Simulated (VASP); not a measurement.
# AlN (Imm2) in VASP: further runs

The runs below take AlN through single point, with LDA.

All numbers are computed with VASP 6.6.1; they aren't measurements. Logs are shortened: lines on timing, memory, paths and dates and some standing lists are left out, and cuts for length are marked.

### 1 The cell of the first run

It takes space group Imm2 (No. 44, orthorhombic). The conventional cell has a = 2.877 Å, b = 4.069 Å, c = 2.877 Å, α = 90.00°, β = 90.00°, γ = 90.00°. Al (site symmetry mm2) has 2 N at 1.55 Å as nearest neighbours. Around N (site symmetry mm2) lie 2 Al at 1.55 Å.

Measurements of this composition are mostly on another form, of space group No. 186.

### 2 Single point, LDA (atom 2 (N) moved by (-0.600, -0.600) A along x and y)

INCAR reads:

```
ALGO = Fast
EDIFF = 1E-6
ENCUT = 520
ISIF = 2
ISMEAR = 0
LASPH = T
LCHARG = F
LREAL = F
LWAVE = F
NBANDS = 11
NELM = 60
PREC = Accurate
SIGMA = 0.05
```

KPOINTS reads:

```
k-points
0
Gamma
  10 10 10
```

POSCAR reads:

```
AlN
1.0
    0.0000000000      2.0345180000      2.0345180000
    2.0345180000      0.0000000000      2.0345180000
    2.0345180000      2.0345180000      0.0000000000
Al N
1 1
Direct
    0.5000000000      0.5000000000      0.5000000000
    0.0000000000      0.0000000000     -0.2949101458
```

Potentials or basis: VASP PAW LDA potentials, release 64 (Al, N).

Run with:

```bash
$ cat potpaw_LDA.64/Al/POTCAR potpaw_LDA.64/N/POTCAR > POTCAR
$ mpirun -np 1 vasp_std > vasp.out
```

OUTCAR:

```text
EDIFF = 1E-6
   ENCUT = 520
   ISIF = 2
   ISMEAR = 0
   LASPH = T
   LREAL = F
   NELM = 60
   PREC = Accurate

 ion  position               nearest neighbor table
   1  0.500  0.500  0.500-   2 1.55   2 1.55   2 2.20   2 2.20
   2  0.000  0.000  0.705-   1 1.55   1 1.55   1 2.20   1 2.20

  LATTYP: Found a face centered cubic cell.
 ALAT       =     4.0690360000

  Lattice vectors:

 A1 = (   0.0000000000,   2.0345180000,   2.0345180000)
 A2 = (   2.0345180000,   0.0000000000,   2.0345180000)
 A3 = (   2.0345180000,   2.0345180000,   0.0000000000)

Analysis of symmetry for initial positions (statically):
=====================================================================
 Subroutine PRICEL returns:
 Original cell was already a primitive cell.

 Routine SETGRP: Setting up the symmetry group for a
 face centered cubic supercell.

 Subroutine GETGRP returns: Found  4 space group operations
 (whereof  4 operations were pure point group operations)
 out of a pool of 48 trial point group operations.

The static configuration has the point symmetry C_2v.

Analysis of symmetry for dynamics (positions and initial velocities):
=====================================================================
 Subroutine PRICEL returns:
 Original cell was already a primitive cell.

 Routine SETGRP: Setting up the symmetry group for a
 face centered cubic supercell.

 Subroutine GETGRP returns: Found  4 space group operations
 (whereof  4 operations were pure point group operations)
 out of a pool of 48 trial point group operations.

The dynamic configuration has the point symmetry C_2v.

 Subroutine INISYM returns: Found  4 space group operations
 (whereof  4 operations are pure point group operations),
 and found     1 'primitive' translations

----------------------------------------------------------------------------------------

                                     Primitive cell

  volume of cell :      16.8428

  direct lattice vectors                    reciprocal lattice vectors
     0.000000000  2.034518000  2.034518000    -0.245758455  0.245758455  0.245758455
     2.034518000  0.000000000  2.034518000     0.245758455 -0.245758455  0.245758455
     2.034518000  2.034518000  0.000000000     0.245758455  0.245758455 -0.245758455

  length of vectors
     2.877242948  2.877242948  2.877242948     0.425666130  0.425666130  0.425666130

  position of ions in fractional coordinates (direct lattice)
     0.500000000  0.500000000  0.500000000
     0.000000000  0.000000000  0.705089854

  ion indices of the primitive-cell ions
   primitive index   ion index
                 1           1
                 2           2

----------------------------------------------------------------------------------------

 KPOINTS: k-points

Automatic generation of k-mesh.
 Grid dimensions read from file:
 generate k-points for:   10   10   10

 Generating k-lattice:

  Cartesian coordinates                     Fractional coordinates (reciprocal lattice)
    -0.024575845  0.024575845  0.024575845     0.100000000  0.000000000  0.000000000
     0.024575845 -0.024575845  0.024575845     0.000000000  0.100000000  0.000000000
     0.024575845  0.024575845 -0.024575845     0.000000000  0.000000000  0.100000000

  Length of vectors
     0.042566613  0.042566613  0.042566613

  Shift w.r.t. Gamma in fractional coordinates (k-lattice)
     0.000000000  0.000000000  0.000000000

 Subroutine IBZKPT returns following result:
 ===========================================

 Found    171 irreducible k-points:

 Following reciprocal coordinates:
            Coordinates               Weight
  0.000000  0.000000  0.000000      1.000000
  0.100000  0.000000  0.000000      4.000000
  0.000000  0.000000  0.100000      4.000000
  0.200000  0.000000  0.000000      4.000000
  0.000000  0.000000  0.200000      4.000000
  0.300000  0.000000  0.000000      4.000000
[... 16 lines left out ...]
  0.000000  0.400000  0.100000      8.000000
  0.100000  0.000000  0.400000      8.000000
 [... further k-points ...]
   k-points           NKPTS =    171   k-points in BZ     NKDIM =    171   number of bands    NBANDS=     11
   number of dos      NEDOS =    301   number of ions     NIONS =      2
   total plane-waves  NPLWV =  13824
   dimension x,y,z NGX =    24 NGY =   24 NGZ =   24
   dimension x,y,z NGXF=    48 NGYF=   48 NGZF=   48
   ions per type =               1   1
   NGX,Y,Z   is equivalent  to a cutoff of  13.87, 13.87, 13.87 a.u.
   NGXF,Y,Z  is equivalent  to a cutoff of  27.73, 27.73, 27.73 a.u.
 SYSTEM =  unknown system
   PREC   = accura    normal or accurate (medium, high low for compatibility)
   ISTART =      0    job   : 0-new  1-cont  2-samecut
   ICHARG =      2    charge: 1-file 2-atom 10-const
   ISPIN  =      1    spin polarized calculation?
   LNONCOLLINEAR =      F non collinear calculations
   LSORBIT =      F    spin-orbit coupling
   LASPH  =      T    aspherical Exc in radial PAW
   ENCUT  =  520.0 eV  38.22 Ry    6.18 a.u.   5.35  5.35  5.35*2*pi/ulx,y,z
   NELM   =     60;   NELMIN=  2; NELMDL= -5     # of ELM steps
   EDIFF  = 0.1E-05   stopping-criterion for ELM
   LREAL  =      F    real-space projection
   EDIFFG = 0.1E-04   stopping-criterion for IOM
   NSW    =      0    number of steps for IOM
   IBRION =     -1    ionic relax: 0-MD 1-quasi-New 2-CG
   NFREE  =      0    steps in history (QN), initial steepest desc. (CG)
   ISIF   =      2    stress and relaxation
   ISYM   =      2    0-nonsym 1-usesym 2-fastsym
   POTIM  = 0.5000    time-step for ionic-motion
   TEBEG  =    0.0;   TEEND  =   0.0 temperature during run
   PSTRESS=    0.0 pullay stress
   NELECT =       8.0000    total number of electrons
   NUPDOWN=      -1.0000    fix difference up-down
   EMIN   =  10.00;   EMAX   =-10.00  energy-range for DOS
   EFERMI =   0.00;   METHOD = LEGACY
   ISMEAR =     0;   SIGMA  =   0.05  broadening in eV -4-tet -1-fermi 0-gaus
   EFERMI_NEDOS =   21; number of points for ismear=-14 and -15
   IALGO  =     68    algorithm
   IMIX   =      4    mixing-type and parameters
     AMIX     =   0.40;   BMIX     =  1.00
     AMIX_MAG =   1.60;   BMIX_MAG =  1.00
  volume/ion in A,a.u.               =       8.42        56.83
  Fermi-wavevector in a.u.,A,eV,Ry     =   1.277321  2.413786 22.198561  1.631548
  Thomas-Fermi vector in A             =   2.409927
   LORBIT       =      0    0 simple, 1 ext, 2 COOP (PROOUT), +10 PAW based schemes
   GGA     = CA    functional components
   LHFCALC =     F    Hartree Fock is set to
   AEXX    =    0.0000 exact exchange contribution
   IVDW    =     0    specifies the selected vdW correction
   LEPSILON=     F    determine dielectric tensor
   LRPA    =     F    only Hartree local field effects (RPA)
 non-spin polarized calculation
 RMM-DIIS sequential band-by-band and
 Gauss-broadening in eV      SIGMA  =   0.05
  energy-cutoff  :      520.00
  volume of cell :       16.84
 maximum number of plane-waves:       469
 NGX is ok and might be reduce to    24
   NGX = 11   NGY = 11   NGZ = 11

 number of electron       8.0000000 magnetization

 Free energy of the ion-electron system (eV)
  ---------------------------------------------------
  ext. energy  EPLUGINS =         0.00000000
  ---------------------------------------------------
  free energy    TOTEN  =       -13.09461648 eV

  energy without entropy =      -13.09461648  energy(sigma->0) =      -13.09461648

 E-fermi :   9.4010     XC(G=0): -12.2653

 val. band max:        9.1355046512   @ k =   0.0000   0.0000   0.0000
 cond. band min:      12.1457624435   @ k =   0.0000   0.5000   0.5000
 fundamental gap:      3.0102577923
 Fermi energy:         9.4010109257

 k-point     1 :       0.0000    0.0000    0.0000
  band No.  band energies     occupation
      1      -8.0606      2.00000
      2       7.3056      2.00000
      3       8.8532      2.00000
      4       9.1355      2.00000
      5      13.2020      0.00000
      6      21.0060      0.00000
      7      22.9574      0.00000
      8      23.8128      0.00000
      9      24.1079      0.00000
     10      26.7986      0.00000
     11      27.5092      0.00000

 k-point     2 :       0.1000    0.0000    0.0000
  band No.  band energies     occupation
      1      -7.8651      2.00000
      2       6.7560      2.00000
      3       8.5844      2.00000
      4       9.0751      2.00000
      5      13.7084      0.00000
      6      19.9080      0.00000
      7      23.1023      0.00000
      8      23.6302      0.00000
      9      25.1310      0.00000
     10      25.7904      0.00000
     11      26.8864      0.00000

 k-point     3 :       0.0000    0.0000    0.1000
  band No.  band energies     occupation
      1      -7.8709      2.00000
      2       7.2308      2.00000
      3       7.8501      2.00000
      4       9.0608      2.00000
      5      13.9644      0.00000
      6      21.2083      0.00000
      7      21.2186      0.00000
      8      23.6018      0.00000
      9      25.9624      0.00000
     10      26.0610      0.00000
     11      26.4925      0.00000
[... 267 lines left out ...]
 k-point    23 :       0.0000    0.4000    0.1000
  band No.  band energies     occupation
      1      -5.6852      2.00000
      2       2.3650      2.00000
      3       7.5452      2.00000
      4       8.3306      2.00000
      5      15.0742      0.00000
      6      17.5637      0.00000
      7      20.7199      0.00000
      8      22.4215      0.00000
      9      25.0730      0.00000
     10      28.1084      0.00000
     11      32.5595      0.00000

 k-point    24 :       0.1000    0.0000    0.4000
  band No.  band energies     occupation
      1      -5.7619      2.00000
      2       2.7078      2.00000
      3       6.4753      2.00000
      4       8.1442      2.00000
      5      15.7166      0.00000
      6      18.4215      0.00000
      7      20.2689      0.00000
      8      22.9779      0.00000
      9      25.5612      0.00000
     10      27.9191      0.00000
     11      31.9444      0.00000

 [... further k-points ...]

------------------------ aborting loop because EDIFF is reached ----------------------------------------

  FORCE on cell =-STRESS in cart. coord.  units (eV):
  Direction    XX          YY          ZZ          XY          YZ          ZX
  --------------------------------------------------------------------------------------
  -------------------------------------------------------------------------------------
  Total       15.4365414     15.4365414     -1.8825372     -8.8021160      0.0000000      0.0000000
  in kB     1468.4054247   1468.4054247   -179.0768930   -837.3038067      0.0000000      0.0000000
  external PRESSURE =     919.2446521 kB  Pullay stress =       0.0000000 kB

 VOLUME and BASIS-vectors are now :
 -----------------------------------------------------------------------------
  energy-cutoff  :      520.00
  volume of cell :       16.84
      direct lattice vectors                 reciprocal lattice vectors
     0.000000000  2.034518000  2.034518000    -0.245758455  0.245758455  0.245758455
     2.034518000  0.000000000  2.034518000     0.245758455 -0.245758455  0.245758455
     2.034518000  2.034518000  0.000000000     0.245758455  0.245758455 -0.245758455

 POSITION                                       TOTAL-FORCE (eV/Angst)
 -----------------------------------------------------------------------------------
      2.03452      2.03452      2.03452        -5.568201     -5.568201      0.000000
      1.43452      1.43452      0.00000         5.568201      5.568201     -0.000000
 -----------------------------------------------------------------------------------
    total drift:                                0.000458      0.000458      0.000000

  FREE ENERGIE OF THE ION-ELECTRON SYSTEM (eV)
  ---------------------------------------------------
  free  energy   TOTEN  =       -13.0946164779 eV

  energy  without entropy=      -13.0946164779  energy(sigma->0) =      -13.09461648
```

Wall time 20 s (1 thread of AMD EPYC 9R45 (Zen 5), shared host); peak memory 0.11 GiB.

Results:

```
Free energy            : -13.0946 eV
Pressure               : 91.9 GPa
Largest force          : 7.875 eV/Å
Band gap on the k mesh : 3.01 eV, indirect (least direct gap 4.07 eV)
```

Forces in eV/Å, atoms in the order of the input:
```
Al  -5.568 -5.568  0.000
N    5.568  5.568  0.000
```

Stress tensor (GPa, compression positive):
```
146.84 -83.73   0.00
-83.73 146.84   0.00
  0.00   0.00 -17.91
```

Levels at points of the mesh, in eV from the valence-band top:
```csv
k point,band 2,band 3,band 4,band 5,band 6,band 7
"(0.00, 0.00, 0.00)",-1.83,-0.28,0.00,4.07,11.87,13.82
"(0.50, 0.00, 0.00)",-8.10,-1.39,-0.38,5.37,8.78,12.21
"(0.00, 0.00, 0.50)",-7.80,-2.52,-0.65,6.32,9.61,11.09
"(0.50, 0.50, 0.00)",-7.03,-3.86,-2.39,3.02,7.32,13.76
"(0.00, 0.50, 0.50)",-6.83,-2.77,-2.68,3.01,5.62,12.94
```

Caveat: a pressure of tens of GPa on the cell as given is suspect, and the run, the potentials or the cell itself is likely at fault; forces of over 1 eV/Å show positions far from the minimum, so gaps and moduli don't describe the material at rest.

### 3 Single point, LDA (atom 2 (N) moved by (-0.600, +0.000) A along x and y)

INCAR reads:

```
PREC     = Accurate       # precision mode
ENCUT    = 520            # plane-wave cutoff, eV
EDIFF    = 1E-7           # SCF threshold, eV
ISMEAR   = 0              # smearing method
SIGMA    = 0.05           # smearing width, eV
LREAL    = F              # projectors in reciprocal space
LASPH    = T              # aspherical terms in the spheres
NELM     = 80             # most SCF steps
ALGO     = Normal         # electronic algorithm
ISIF     = 2              # what is computed and relaxed
LWAVE    = F              # write WAVECAR
LCHARG   = T              # write CHGCAR
LELF     = T              # ELF
LVHAR    = T            
NBANDS   = 11             # bands
```

KPOINTS reads:

```
Automatic mesh
0
Gamma
  10 10 10
```

POSCAR: that of step 2 with these lines changed.

```diff
@@ -9,2 +9,2 @@
     0.5000000000      0.5000000000      0.5000000000
-    0.0000000000      0.0000000000     -0.2949101458
+    0.1474550729     -0.1474550729     -0.1474550729
```

Potentials or basis: VASP PAW LDA potentials, release 64 (Al, N).

Run with:

```bash
$ cat potpaw_LDA.64/Al/POTCAR potpaw_LDA.64/N/POTCAR > POTCAR
$ mpirun -np 1 vasp_std > vasp.out
```

Wall time 14 s (1 thread of AMD EPYC 9R45 (Zen 5), shared host); peak memory 0.1 GiB.

Results (log left out):

```
Free energy            : -12.8360 eV
Pressure               : 74.9 GPa
Largest force          : 20.121 eV/Å
Band gap on the k mesh : 3.90 eV, indirect (least direct gap 5.23 eV)
```

Forces in eV/Å, atoms in the order of the input:
```
Al  -20.121   0.000   0.000
N    20.121   0.000   0.000
```

Stress tensor (GPa, compression positive):
```
261.21   0.00   0.00
  0.00 -18.23   0.00
  0.00   0.00 -18.23
```

Levels at points of the mesh, in eV from the valence-band top:
| k point | band 2 | band 3 | band 4 | band 5 | band 6 | band 7 |
| --- | --- | --- | --- | --- | --- | --- |
| (0.00, 0.00, 0.00) | -0.64 | 0.00 | 0.00 | 5.23 | 13.14 | 13.22 |
| (0.50, 0.00, 0.00) | -7.64 | -0.87 | -0.71 | 6.12 | 10.49 | 11.26 |
| (0.50, 0.50, 0.00) | -6.78 | -2.57 | -2.18 | 3.90 | 5.87 | 13.97 |
| (0.00, 0.50, 0.50) | -6.19 | -2.38 | -2.38 | 4.15 | 5.77 | 12.55 |

Caveat: a pressure of tens of GPa on the cell as given is suspect, and the run, the potentials or the cell itself is likely at fault; forces of over 1 eV/Å show positions far from the minimum, so gaps and moduli don't describe the material at rest. A k mesh can miss the band edges.

### 4 Single point, LDA (atom 2 (N) moved by (-0.600, -0.300) A along x and y)

INCAR reads:

```
PREC = Accurate
ENCUT = 520
EDIFF = 1E-6
ISMEAR = 0
SIGMA = 0.05
LREAL = F
LASPH = T
NELM = 80
ALGO = Fast
ISIF = 2
LWAVE = F
LCHARG = F
NBANDS = 11
```

KPOINTS reads:

```
regular mesh
0
Gamma
  10 10 10
```

POSCAR: that of step 3 with these lines changed.

```diff
@@ -9,2 +9,2 @@
     0.5000000000      0.5000000000      0.5000000000
-    0.1474550729     -0.1474550729     -0.1474550729
+    0.0737275364     -0.0737275364     -0.2211826093
```

Run with:

```bash
$ cat potpaw_LDA.64/Al/POTCAR potpaw_LDA.64/N/POTCAR > POTCAR
$ mpirun -np 1 vasp_std > vasp.out
```

Wall time 33 s (1 thread of AMD EPYC 9R45 (Zen 5), shared host); peak memory 0.13 GiB.

It converged, with:

* Free energy: -13.2632 eV
* Pressure: 74.0 GPa
* Largest force: 16.278 eV/Å
* Band gap on the k mesh: 3.39 eV, indirect (least direct gap 4.84 eV)

Forces on the atoms (eV/Å):
```
Al  -16.151   2.030   0.000
N    16.151  -2.030   0.000
```

Stress tensor (GPa, compression positive):
```
219.43 -41.86   0.00
-41.86  20.90   0.00
  0.00   0.00 -18.29
```

Levels at points of the mesh, in eV from the valence-band top:
```
           k point  band 2  band 3  band 4  band 5  band 6  band 7
(0.00, 0.00, 0.00)   -1.22   -0.23   -0.12    4.72   12.28   13.61
(0.50, 0.00, 0.00)   -7.98   -1.16   -0.49    5.45    9.58   11.48
(0.00, 0.00, 0.50)   -7.82   -1.86   -0.80    6.32    9.94   11.26
(0.50, 0.50, 0.00)   -7.01   -3.25   -2.34    3.39    6.27   13.77
(0.00, 0.50, 0.50)   -6.55   -2.64   -2.64    3.63    5.57   12.52
(0.50, 0.00, 0.50)   -6.98   -2.77   -2.49    3.45    5.63   13.71
```

Caveat: a pressure of tens of GPa on the cell as given is suspect, and the run, the potentials or the cell itself is likely at fault; forces of over 1 eV/Å show positions far from the minimum, so gaps and moduli don't describe the material at rest. A k mesh can miss the band edges.

### 5 The runs side by side

```csv
cell,gap on the mesh (eV),pressure (GPa),largest force (eV/Å)
"atom 2 (N) moved by (-0.600, -0.600) A along x and y",3.01,91.9,7.87
"atom 2 (N) moved by (-0.600, +0.000) A along x and y",3.90,74.9,20.12
"atom 2 (N) moved by (-0.600, -0.300) A along x and y",3.39,74.0,16.28
```

Alike in all rows: task single point; level LDA; potentials or basis VASP PAW LDA potentials, release 64 (Al, N); no spin polarisation; k mesh 10 × 10 × 10; cutoff (eV) 520; smearing gaussian 0.05 eV.

Caveats: a pressure of tens of GPa on the cell as given is suspect, and the run, the potentials or the cell itself is likely at fault; forces of over 1 eV/Å show positions far from the minimum, so gaps and moduli don't describe the material at rest.

Absolute energies hang on the potentials; compare differences alone.
